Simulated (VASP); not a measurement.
# P (Cmce) in VASP: a series of runs

The runs below take P through density of states, equation of state, with HF+D3(BJ), PBEsol.

All numbers are computed with VASP 6.6.1; they aren't measurements. Logs are shortened: lines on timing, memory, paths and dates and some standing lists are left out, and cuts for length are marked.

## 1. Starting point

Symmetry: Cmce, No. 64, orthorhombic system. The conventional cell has a = 3.295 Å, b = 10.930 Å, c = 4.544 Å, α = 90.00°, β = 90.00°, γ = 90.00°. P (site symmetry m) has 3 P at 2.20 to 2.25 Å as nearest neighbours.

## 2. Density of states, HF+D3(BJ)

Contents of POSCAR:

```
P
1.0
    1.6477431241     -5.4650377251      0.0000000000
    1.6477431241      5.4650377251      0.0000000000
    0.0000000000      0.0000000000      4.5436355900
P
4
Cartesian
    1.6477431241     -4.4173149036      2.6753615623
    1.6477431241      4.4173149036      1.8682740277
    1.6477431241     -1.0477228215      0.4035437673
    1.6477431241      1.0477228215      4.1400918227
```

Contents of INCAR.step1:

```
SYSTEM = P
PREC = Accurate
ENCUT = 520
EDIFF = 1E-5
ISMEAR = 0
SIGMA = 0.01
LREAL = .FALSE.
LASPH = .TRUE.
NELM = 100
ALGO = Normal
ISIF = 2
LWAVE = .TRUE.
LCHARG = .FALSE.
NBANDS = 11
ISYM = -1
GGA = PE
```

Contents of INCAR.step2:

```
SYSTEM = P
PREC = Accurate
ENCUT = 520
EDIFF = 1E-6
ISMEAR = -5
SIGMA = 0.01
LREAL = .FALSE.
LASPH = .TRUE.
NELM = 100
ALGO = Normal
ISIF = 2
LWAVE = .FALSE.
LCHARG = .FALSE.
GGA = PE
LHFCALC = .TRUE.
AEXX = 1.0
ALDAC = 0.0
AGGAC = 0.0
PRECFOCK = Fast
IVDW = 12
LORBIT = 11
NBANDS = 11
ISYM = -1
ISTART = 1
NEDOS = 1001
```

Contents of KPOINTS:

```
Automatic mesh
0
G
  4 4 3
  0 0 0
```

Potentials or basis: VASP PAW PBE potentials, release 54 (P).

The run is started by

```console
cat potpaw_PBE.54/P/POTCAR > POTCAR
cp INCAR.step1 INCAR
mpirun -np 1 vasp_std > vasp.out
cp INCAR.step2 INCAR
mpirun -np 1 vasp_std > vasp.out
```

OUTCAR:

```text
SYSTEM = P
   PREC = Accurate
   ENCUT = 520
   EDIFF = 1E-6
   ISMEAR = -5
   LREAL = .FALSE.
   LASPH = .TRUE.
   NELM = 100
   ISIF = 2
   GGA = PE
   LHFCALC = .TRUE.
   AEXX = 1.0
   PRECFOCK = Fast
   IVDW = 12
   LORBIT = 11
   ISYM = -1
   ISTART = 1
 IVDW          = 12

 ion  position               nearest neighbor table
   1  0.904  0.096  0.589-   4 2.20   4 2.20   2 2.25
   2  0.096  0.904  0.411-   3 2.20   3 2.20   1 2.25
   3  0.596  0.404  0.089-   2 2.20   2 2.20   4 2.25
   4  0.404  0.596  0.911-   1 2.20   1 2.20   3 2.25

IMPORTANT INFORMATION: All symmetrisations will be switched off!
NOSYMM: (Re-)initialisation of all symmetry stuff for point group C_1.

----------------------------------------------------------------------------------------

                                     Primitive cell

  volume of cell :      81.8307

  direct lattice vectors                    reciprocal lattice vectors
     1.647743124 -5.465037725  0.000000000     0.303445357 -0.091490677  0.000000000
     1.647743124  5.465037725  0.000000000     0.303445357  0.091490677  0.000000000
     0.000000000  0.000000000  4.543635590     0.000000000  0.000000000  0.220088073

  length of vectors
     5.708037731  5.708037731  4.543635590     0.316937894  0.316937894  0.220088073

  position of ions in fractional coordinates (direct lattice)
     0.904143130  0.095856870  0.588815170
     0.095856870  0.904143130  0.411184830
     0.595856870  0.404143130  0.088815170
     0.404143130  0.595856870  0.911184830

  ion indices of the primitive-cell ions
   primitive index   ion index
                 1           1
                 2           2
                 3           3
                 4           4

----------------------------------------------------------------------------------------

 KPOINTS: Automatic mesh

Automatic generation of k-mesh.
 Grid dimensions read from file:
 generate k-points for:    4    4    3

 Generating k-lattice:

  Cartesian coordinates                     Fractional coordinates (reciprocal lattice)
     0.075861339 -0.022872669  0.000000000     0.250000000 -0.000000000  0.000000000
     0.075861339  0.022872669  0.000000000    -0.000000000  0.250000000  0.000000000
     0.000000000  0.000000000  0.073362691     0.000000000  0.000000000  0.333333333

  Length of vectors
     0.079234473  0.079234473  0.073362691

  Shift w.r.t. Gamma in fractional coordinates (k-lattice)
     0.000000000  0.000000000  0.000000000

 TETIRR: Found    288 inequivalent tetrahedra from      288

 Subroutine IBZKPT returns following result:
 ===========================================

 Found     48 irreducible k-points:

 Following reciprocal coordinates:
            Coordinates               Weight
  0.000000  0.000000  0.000000      1.000000
  0.250000  0.000000  0.000000      1.000000
  0.500000  0.000000  0.000000      1.000000
 -0.250000 -0.000000  0.000000      1.000000
  0.000000  0.250000  0.000000      1.000000
  0.250000  0.250000  0.000000      1.000000
[... 16 lines left out ...]
  0.500000  0.250000  0.333333      1.000000
 -0.250000  0.250000  0.333333      1.000000
 [... further k-points ...]
   k-points           NKPTS =     48   k-points in BZ     NKDIM =     48   number of bands    NBANDS=     11
   number of dos      NEDOS =   1001   number of ions     NIONS =      4
   total plane-waves  NPLWV =  63504
   dimension x,y,z NGX =    42 NGY =   42 NGZ =   36
   dimension x,y,z NGXF=    84 NGYF=   84 NGZF=   72
   ions per type =               4
   NGX,Y,Z   is equivalent  to a cutoff of  12.23, 12.23, 13.17 a.u.
   NGXF,Y,Z  is equivalent  to a cutoff of  24.46, 24.46, 26.34 a.u.
 SYSTEM =  P
   PREC   = accura    normal or accurate (medium, high low for compatibility)
   ISTART =      1    job   : 0-new  1-cont  2-samecut
   ICHARG =      0    charge: 1-file 2-atom 10-const
   ISPIN  =      1    spin polarized calculation?
   LNONCOLLINEAR =      F non collinear calculations
   LSORBIT =      F    spin-orbit coupling
[... 51 lines left out ...]
     10       2.2868      2.00000
     11      10.9221      0.00000

 k-point     5 :       0.0000    0.2500    0.0000
  band No.  band energies     occupation
      1     -17.1109      2.00000
      2     -13.2684      2.00000
      3     -10.5801      2.00000
      4      -5.3712      2.00000
      5      -4.2253      2.00000
      6      -3.8401      2.00000
      7      -1.9672      2.00000
      8      -0.8167      2.00000
      9       0.3804      2.00000
     10       2.2868      2.00000
     11      10.9222      0.00000
[... 211 lines left out ...]
 k-point    21 :       0.0000    0.2500    0.3333
  band No.  band energies     occupation
      1     -16.3656      2.00000
      2     -14.5190      2.00000
      3      -9.5444      2.00000
      4      -7.1842      2.00000
      5      -4.4266      2.00000
      6      -3.4434      2.00000
      7      -1.9001      2.00000
      8      -0.1417      2.00000
      9       0.6895      2.00000
     10       0.8024      2.00000
     11      12.0113      0.00000

 k-point    22 :       0.2500    0.2500    0.3333
  band No.  band energies     occupation
      1     -13.7860      2.00000
      2     -13.6934      2.00000
      3     -10.5643      2.00000
      4     -10.3934      2.00000
      5      -3.9777      2.00000
      6      -3.4518      2.00000
      7      -2.6757      2.00000
      8      -2.1170      2.00000
      9       0.9332      2.00000
     10       1.5849      2.00000
     11      11.7315      0.00000

 k-point    23 :       0.5000    0.2500    0.3333
  band No.  band energies     occupation
      1     -16.2590      2.00000
      2     -14.5590      2.00000
      3      -9.8371      2.00000
      4      -7.4649      2.00000
      5      -4.7132      2.00000
      6      -3.5318      2.00000
      7      -1.0480      2.00000
      8      -0.0910      2.00000
      9       1.4454      2.00000
     10       1.8094      2.00000
     11      11.8896      0.00000

 k-point    24 :      -0.2500    0.2500    0.3333
  band No.  band energies     occupation
      1     -17.3261      2.00000
      2     -15.5203      2.00000
      3      -9.6192      2.00000
      4      -7.3530      2.00000
      5      -2.2889      2.00000
      6      -1.0128      2.00000
      7      -0.2088      2.00000
      8       0.0865      2.00000
      9       0.6211      2.00000
     10       2.5054      2.00000
     11      12.1571      0.00000

 [... further k-points ...]

------------------------ aborting loop because EDIFF is reached ----------------------------------------

 Edisp (eV)   -4.91214

 E8    (eV) :    -2.7966

  FORCE on cell =-STRESS in cart. coord.  units (eV):
  Direction    XX          YY          ZZ          XY          YZ          ZX
  --------------------------------------------------------------------------------------
  -------------------------------------------------------------------------------------
  Total      -4.19503    -4.84355    -5.38642     0.00000     0.00007    -0.00000
  in kB     -82.13531   -94.83273  -105.46166     0.00005     0.00144    -0.00009
  external pressure =      -94.14 kB  Pullay stress =        0.00 kB

 VOLUME and BASIS-vectors are now :
 -----------------------------------------------------------------------------
  energy-cutoff  :      520.00
  volume of cell :       81.83
      direct lattice vectors                 reciprocal lattice vectors
     1.647743124 -5.465037725  0.000000000     0.303445357 -0.091490677  0.000000000
     1.647743124  5.465037725  0.000000000     0.303445357  0.091490677  0.000000000
     0.000000000  0.000000000  4.543635590     0.000000000  0.000000000  0.220088073

 POSITION                                       TOTAL-FORCE (eV/Angst)
 -----------------------------------------------------------------------------------
      1.64774     -4.41731      2.67536        -0.000033     -0.809349      0.320172
      1.64774      4.41731      1.86827        -0.000015      0.809367     -0.320166
      1.64774     -1.04772      0.40354         0.000018      0.809303      0.320193
      1.64774      1.04772      4.14009         0.000030     -0.809321     -0.320199
 -----------------------------------------------------------------------------------
    total drift:                               -0.000001      0.000008      0.000026

  FREE ENERGIE OF THE ION-ELECTRON SYSTEM (eV)
  ---------------------------------------------------
  free  energy   TOTEN  =       -48.2272567843 eV

  energy  without entropy=      -48.2272567843  energy(sigma->0) =      -48.22725678

 total charge

# of ion       s       p       d       tot
------------------------------------------
    1        1.061   1.439   0.000   2.500
    2        1.061   1.439   0.000   2.500
    3        1.061   1.439   0.000   2.500
    4        1.061   1.439   0.000   2.500
--------------------------------------------------
tot          4.243   5.756   0.000   9.999
```

It took 25 min on 1 thread of Intel Xeon Platinum 8488C (Sapphire Rapids), shared host; peak memory 0.25 GiB.

What came out:

```
Free energy                                           : -48.2273 eV
Pressure                                              : -9.4 GPa
Largest force                                         : 0.870 eV/Å
Band gap on the k mesh                                : 6.25 eV, direct
Valence electrons inside the program's atomic spheres : P 2.50
Dispersion energy per atom                            : -1.228 eV
```

Forces in eV/Å, atoms in the order of the input:
```
P    0.000 -0.809  0.320
P    0.000  0.809 -0.320
P    0.000  0.809  0.320
P    0.000 -0.809 -0.320
```

Levels at points of the mesh, in eV from the valence-band top:
```csv
k point,band 6,band 7,band 8,band 9,band 10,band 11
"(0.00, 0.00, 0.00)",-6.69,-5.43,-3.75,-3.46,-1.74,6.86
"(0.50, 0.00, 0.00)",-7.28,-4.74,-4.74,-3.34,-3.34,7.06
"(0.00, 0.50, 0.00)",-7.28,-4.74,-4.74,-3.34,-3.34,7.06
"(0.50, 0.50, 0.00)",-7.72,-5.56,-3.26,-2.18,0.00,6.25
```

States per cell in windows of 0.5 eV (zero at the valence-band top; states under -8 eV left out):
```
from (eV)  total  P2_p  P1_p  P3_p  P4_p  P3_s  P1_s
     -8.0   1.25  0.12  0.12  0.12  0.12  0.01  0.01
     -7.5   1.19  0.12  0.12  0.12  0.12  0.01  0.02
     -7.0   0.39  0.04  0.04  0.04  0.04  0.01  0.01
     -6.5   0.62  0.06  0.06  0.06  0.06  0.01  0.01
     -6.0   1.02  0.10  0.10  0.10  0.10  0.01  0.01
     -5.5   0.96  0.10  0.10  0.10  0.10  0.01  0.01
     -5.0   0.78  0.08  0.08  0.08  0.08  0.01  0.01
     -4.5   0.65  0.07  0.07  0.07  0.07  0.01  0.01
     -4.0   0.66  0.08  0.08  0.08  0.08  0.00  0.00
     -3.5   0.92  0.09  0.09  0.10  0.09  0.01  0.01
     -3.0   1.29  0.13  0.13  0.13  0.13  0.02  0.02
     -2.5   0.79  0.08  0.08  0.08  0.08  0.01  0.01
     -2.0   0.49  0.05  0.05  0.05  0.05  0.01  0.01
     -1.5   0.25  0.03  0.03  0.03  0.03  0.00  0.00
     -1.0   0.06  0.01  0.01  0.01  0.01  0.00  0.00
     -0.5   0.01  0.00  0.00  0.00  0.00  0.00  0.00
      0.0   0.00  0.00  0.00  0.00  0.00  0.00  0.00
      0.5   0.00  0.00  0.00  0.00  0.00  0.00  0.00
      1.0   0.00  0.00  0.00  0.00  0.00  0.00  0.00
      1.5   0.00  0.00  0.00  0.00  0.00  0.00  0.00
      2.0   0.00  0.00  0.00  0.00  0.00  0.00  0.00
      2.5   0.00  0.00  0.00  0.00  0.00  0.00  0.00
      3.0   0.00  0.00  0.00  0.00  0.00  0.00  0.00
      3.5   0.00  0.00  0.00  0.00  0.00  0.00  0.00
      4.0   0.00  0.00  0.00  0.00  0.00  0.00  0.00
      4.5   0.00  0.00  0.00  0.00  0.00  0.00  0.00
      5.0   0.00  0.00  0.00  0.00  0.00  0.00  0.00
      5.5   0.00  0.00  0.00  0.00  0.00  0.00  0.00
      6.0   0.00  0.00  0.00  0.00  0.00  0.00  0.00
      6.5   0.14  0.01  0.01  0.01  0.01  0.00  0.00
      7.0   0.58  0.03  0.03  0.03  0.03  0.02  0.01
      7.5   0.78  0.04  0.04  0.04  0.04  0.02  0.02
```

Caveat: the k mesh is coarse (spacing up to 0.50 Å⁻¹), so the values aren't converged, least of all with exact exchange; the PAW data sets were made with another functional, which shifts forces and pressure a little; an odd mesh through Γ misses points on the zone boundary, where band edges often lie.

## 3. Equation of state, PBEsol, 17.18 Å³/atom (a relaxed cell with its volume scaled by 0.96)

Contents of INCAR:

```
PREC = Accurate
ENCUT = 520
EDIFF = 1E-6
ISMEAR = 0
SIGMA = 0.02
LREAL = False
LASPH = True
NELM = 60
ALGO = Normal
ISIF = 2
LWAVE = False
LCHARG = False
GGA = PS
KPAR = 2
```

Contents of KPOINTS:

```
regular mesh
0
Gamma
  8 8 6
```

Contents of POSCAR:

```
P                                       
1.0
    1.6337945231     -5.0627240020      0.0000000000
    1.6337945231      5.0627240020     -0.0000000000
    0.0000000000      0.0000000000      4.1531163282
  P             
     4
Direct
     0.8946037233739902    0.1053962766260098    0.5734353832636110
     0.1053962766260098    0.8946037233739902    0.4265646167363892
     0.6053962766260098    0.3946037233739902    0.0734353832636110
     0.3946037233739902    0.6053962766260098    0.9265646167363889
```

Potentials or basis: VASP PAW PBE potentials, release 64 (P).

The run is started by

```console
cat potpaw_PBE.64/P/POTCAR > POTCAR
mpirun -np 2 vasp_std > vasp.out
```

Wall time 17 s (2 MPI ranks of Intel Xeon 6975P-C (Granite Rapids), shared host); peak memory 0.22 GiB.

The run converged. Its results:

```yaml
Free_energy: -23.0122 eV
Pressure: 4.0 GPa
Largest_force: 0.361 eV/Å
Band_gap_on_the_k_mesh: none (metal or under the smearing width)
```

Caveat: the PAW data sets were made with another functional, which shifts forces and pressure a little.

## 4. Equation of state, PBEsol, 17.53 Å³/atom (a relaxed cell with its volume scaled by 0.98)

INCAR is that of step 3.

KPOINTS is that of step 3.

Changes to POSCAR since step 3:

```diff
@@ -2,5 +2,5 @@
 1.0
-    1.6337945231     -5.0627240020      0.0000000000
-    1.6337945231      5.0627240020     -0.0000000000
-    0.0000000000      0.0000000000      4.1531163282
+    1.6450624276     -5.0976404433      0.0000000000
+    1.6450624276      5.0976404433     -0.0000000000
+    0.0000000000      0.0000000000      4.1817594149
   P
```

The run is started by

```console
cat potpaw_PBE.64/P/POTCAR > POTCAR
mpirun -np 2 vasp_std > vasp.out
```

Run time: 18 s. Hardware: 2 MPI ranks of Intel Xeon 6975P-C (Granite Rapids), shared host; peak memory 0.22 GiB.

Results (log left out):

```yaml
Free_energy: -23.0385 eV
Pressure: 1.9 GPa
Largest_force: 0.173 eV/Å
Band_gap_on_the_k_mesh: none (metal or under the smearing width)
```

Caveat: the PAW data sets were made with another functional, which shifts forces and pressure a little.

## 5. Equation of state, PBEsol, 17.89 Å³/atom

INCAR is that of step 4.

KPOINTS is that of step 4.

Changes to POSCAR since step 4:

```diff
@@ -2,5 +2,5 @@
 1.0
-    1.6450624276     -5.0976404433      0.0000000000
-    1.6450624276      5.0976404433     -0.0000000000
-    0.0000000000      0.0000000000      4.1817594149
+    1.6561780515     -5.1320850046      0.0000000000
+    1.6561780515      5.1320850046     -0.0000000000
+    0.0000000000      0.0000000000      4.2100154032
   P
```

The run is started by

```console
cat potpaw_PBE.64/P/POTCAR > POTCAR
mpirun -np 2 vasp_std > vasp.out
```

Run time: 21 s. Hardware: 2 MPI ranks of Intel Xeon 6975P-C (Granite Rapids), shared host; peak memory 0.22 GiB.

The run converged. Its results:

```yaml
Free_energy: -23.0470 eV
Pressure: 0.0 GPa
Largest_force: 0.004 eV/Å
Band_gap_on_the_k_mesh: none (metal or under the smearing width)
```

Caveat: the PAW data sets were made with another functional, which shifts forces and pressure a little.

## 6. Equation of state, PBEsol, 18.25 Å³/atom (a relaxed cell with its volume scaled by 1.02)

INCAR is that of step 5.

KPOINTS is that of step 5.

Changes to POSCAR since step 5:

```diff
@@ -2,5 +2,5 @@
 1.0
-    1.6561780515     -5.1320850046      0.0000000000
-    1.6561780515      5.1320850046     -0.0000000000
-    0.0000000000      0.0000000000      4.2100154032
+    1.6671464377     -5.1660733131      0.0000000000
+    1.6671464377      5.1660733131     -0.0000000000
+    0.0000000000      0.0000000000      4.2378971124
   P
```

Potentials or basis: VASP PAW PBE potentials, release 64 (P).

The run is started by

```console
cat potpaw_PBE.64/P/POTCAR > POTCAR
mpirun -np 2 vasp_std > vasp.out
```

It took 16 s on 2 MPI ranks of Intel Xeon 6975P-C (Granite Rapids), shared host; peak memory 0.22 GiB.

It converged, with:

```
Free energy            : -23.0397 eV
Pressure               : -1.7 GPa
Largest force          : 0.175 eV/Å
Band gap on the k mesh : none (metal or under the smearing width)
```

Caveat: the PAW data sets were made with another functional, which shifts forces and pressure a little.

## 7. Equation of state, PBEsol, 18.61 Å³/atom (a relaxed cell with its volume scaled by 1.04)

INCAR is that of step 6.

KPOINTS is that of step 6.

Changes to POSCAR since step 6:

```diff
@@ -2,5 +2,5 @@
 1.0
-    1.6671464377     -5.1660733131      0.0000000000
-    1.6671464377      5.1660733131     -0.0000000000
-    0.0000000000      0.0000000000      4.2378971124
+    1.6779723673     -5.1996201836      0.0000000000
+    1.6779723673      5.1996201836     -0.0000000000
+    0.0000000000      0.0000000000      4.2654166960
   P
```

The run is started by

```console
cat potpaw_PBE.64/P/POTCAR > POTCAR
mpirun -np 2 vasp_std > vasp.out
```

It took 26 s on 2 MPI ranks of Intel Xeon 6975P-C (Granite Rapids), shared host; peak memory 0.23 GiB.

Results (log left out):

| Quantity | Value |
| --- | --- |
| Free energy | -23.0184 eV |
| Pressure | -3.1 GPa |
| Largest force | 0.340 eV/Å |
| Band gap on the k mesh | none (metal or under the smearing width) |

Caveat: the PAW data sets were made with another functional, which shifts forces and pressure a little.

## 8. Equation of state, PBEsol

This run uses another cell than the first one, of 17.89 Å³/atom, 0.875 times its volume.

This step only gathers the single runs of the series.

Results:

* Equilibrium volume: 17.90 Å³/atom
* Bulk modulus at fixed shape and positions: 88 GPa
* Pressure derivative of the bulk modulus: 5.2 (rough: it moves with the points fitted)

Energy against volume, from the lowest point:
```tsv
volume (Å³/atom)	energy (meV/atom)
17.176	8.70
17.534	2.13
17.892	0.00
18.250	1.84
18.607	7.16
```

Caveat: the cell was scaled at fixed shape and fractional positions, which overstates the stiffness of a crystal with free parameters, most of all of layers and chains; the PAW data sets were made with another functional, which shifts forces and pressure a little.
